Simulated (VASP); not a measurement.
Here is a VASP 6.6.1 calculation.

INCAR

```
SYSTEM = C
ALGO = Normal
EDIFF = 1E-6
ENCUT = 520
ISIF = 2
ISMEAR = -1
LASPH = .TRUE.
LCHARG = .FALSE.
LMIXTAU = .TRUE.
LREAL = .FALSE.
LWAVE = .FALSE.
METAGGA = RTPSS
NELM = 100
PREC = Accurate
SIGMA = 0.05
```

KPOINTS

```
k-points
0
G
  12 12 4
  0 0 0
```

Contents of POSCAR:

```
C
1.0
    2.5221000000      0.0000000000      0.0000000000
   -1.2610500000      2.1842026709      0.0000000000
    0.0000000000      0.0000000000      8.2371000000
C
8
Direct
    0.6666666667      0.3333333333      0.8437500000
    0.3333333333      0.6666666667      0.3437500000
    0.6666666667      0.3333333333      0.6562500000
    0.3333333333      0.6666666667      0.1562500000
    0.0000000000      0.0000000000      0.9062500000
    0.0000000000      0.0000000000      0.4062500000
    0.0000000000      0.0000000000      0.5937500000
    0.0000000000      0.0000000000      0.0937500000
```

File KPOINTS_OPT:

```
path GMKGALHA,LM,KH
10
line-mode
reciprocal
 0.0000000000  0.0000000000  0.0000000000  G
 0.5000000000  0.0000000000  0.0000000000  M

 0.5000000000  0.0000000000  0.0000000000  M
 0.3333333333  0.3333333333  0.0000000000  K

 0.3333333333  0.3333333333  0.0000000000  K
 0.0000000000  0.0000000000  0.0000000000  G

 0.0000000000  0.0000000000  0.0000000000  G
 0.0000000000  0.0000000000  0.5000000000  A

 0.0000000000  0.0000000000  0.5000000000  A
 0.5000000000  0.0000000000  0.5000000000  L

 0.5000000000  0.0000000000  0.5000000000  L
 0.3333333333  0.3333333333  0.5000000000  H

 0.3333333333  0.3333333333  0.5000000000  H
 0.0000000000  0.0000000000  0.5000000000  A

 0.5000000000  0.0000000000  0.5000000000  L
 0.5000000000  0.0000000000  0.0000000000  M

 0.3333333333  0.3333333333  0.0000000000  K
 0.3333333333  0.3333333333  0.5000000000  H
```

Potentials or basis: VASP PAW PBE potentials, release 64 (C).

Launch:

```console
$ cat potpaw_PBE.64/C/POTCAR > POTCAR
$ mpirun -np 1 vasp_std > vasp.out
```

Problem. Estimate the largest force.

Solution. 0.333 eV/Å.

Problem. Predict the band gap along the path.

Solution. 4.27 eV, indirect (least direct gap 5.33 eV).

Problem. Estimate the band gap on the k mesh.

Solution. 4.27 eV, indirect (least direct gap 5.33 eV).

Problem. Estimate the pressure.

Solution. -1.2 GPa.

Forces on the atoms (eV/Å):
```
C    0.000  0.000  0.326
C    0.000  0.000  0.326
C    0.000  0.000 -0.326
C    0.000  0.000 -0.326
C    0.000  0.000  0.333
C    0.000  0.000  0.333
C    0.000  0.000 -0.333
C    0.000  0.000 -0.333
```

Caveat: the PAW data sets were made with another functional, which shifts forces and pressure a little.
